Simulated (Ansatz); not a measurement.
Starting structure of a cell relaxation (symmetry kept):

```
Li H
1.0
     0.00000    2.03675    2.03675
     2.03675    0.00000    2.03675
     2.03675    2.03675    0.00000
Li H
1 1
Direct
  0.00000 0.00000 0.00000
  0.50000 0.50000 0.50000
```

Computed with Ansatz 0.2.0, DFT PBE, scalar-relativistic, plane waves, PAW.

Cutoff 420 eV; k points 10×10×10 on the computed 2-atom cell (Γ-centred); Gaussian smearing, width 0.02 eV; no spin polarisation.

What does it relax to?

The volume falls by 0.41 Å³/atom to 8.04 Å³/atom, and the energy falls by 2.2 meV/atom. Final structure:
```
Li H
1.0
     0.00000    2.00340    2.00340
     2.00340    0.00000    2.00340
     2.00340    2.00340    0.00000
Li H
1 1
Cartesian
  0.0000 0.0000 0.0000
  2.0034 2.0034 2.0034
```